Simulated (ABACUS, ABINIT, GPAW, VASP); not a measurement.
## Ni: net moment per atom by level of theory

Symmetry: Fm-3m, No. 225, cubic system. Conventional cell: a = 3.475 Å, b = 3.475 Å, c = 3.475 Å, α = 90.00°, β = 90.00°, γ = 90.00°. Ni (site symmetry m-3m) is surrounded by 12 Ni at 2.46 Å.

```csv
rung,level,program and potentials,cutoff (eV),k mesh,smearing,task,net moment per atom (μB),notes
GGA,B86bPBE,"ABACUS, PseudoDojo NC SR 0.5 PBE standard, plane waves",1333,10 × 10 × 10,fermi-dirac 0.05,single point,0.72,potentials made for PBE; 18 valence electrons an atom on average
GGA,PBE,"VASP, PBE PAW files Ni, release 54, 500 eV",500,13 × 13 × 13,fermi-dirac 0.05,band structure,0.62,10 valence electrons an atom on average
GGA,PBE,"VASP, PBE PAW files Ni_sv_GW, 600 eV",600,13 × 13 × 13,fermi-dirac 0.05,band structure,(a),18 valence electrons an atom on average
GGA,revPBE,"VASP, PBE PAW files Ni, 520 eV",520,13 × 13 × 13,fermi-dirac 0.05,band structure,0.62,potentials made for PBE; 10 valence electrons an atom on average
non-local van der Waals functional,vdW-DF,"GPAW, GPAW PAW data sets (gpaw-data 1.2.1)",600,11 × 11 × 11,fermi-dirac 0.05,band structure,0.57,potentials made for PBE; 16 valence electrons an atom on average
meta-GGA,MS2,"VASP, PBE PAW files Ni, 520 eV",520,13 × 13 × 13,fermi-dirac 0.05,band structure,0.72,potentials made for PBE; 10 valence electrons an atom on average
meta-GGA,r2SCAN,"VASP, PBE PAW files Ni, 600 eV",600,10 × 10 × 10,methfessel-paxton 0.1,elastic constants,0.73,potentials made for PBE; 10 valence electrons an atom on average
hybrid,B3LYP,"ABINIT, SPMS NC PBE v1.0",980,6 × 6 × 6,fermi-dirac 0.05,single point,0.60,coarse mesh; potentials made for PBE; 18 valence electrons an atom on average
```

All rows: collinear spin, ferromagnetic start. Smearing widths are in eV. The cell comes from a database and isn't always the measured one. For a metal such meshes aren't converged. Meshes differ between rows, which moves values too. Meshes are those of the run's cell of 1 atom unless a note names another. A magnetic state is the one that its parallel start led to; the crystal's real order can differ. Runs on faulty files, with rough fits or with known faults for this quantity aren't shown. No row holds spin-orbit coupling.

Q: Estimate the value left out from the other rows.

A: (a) 0.63 μB.
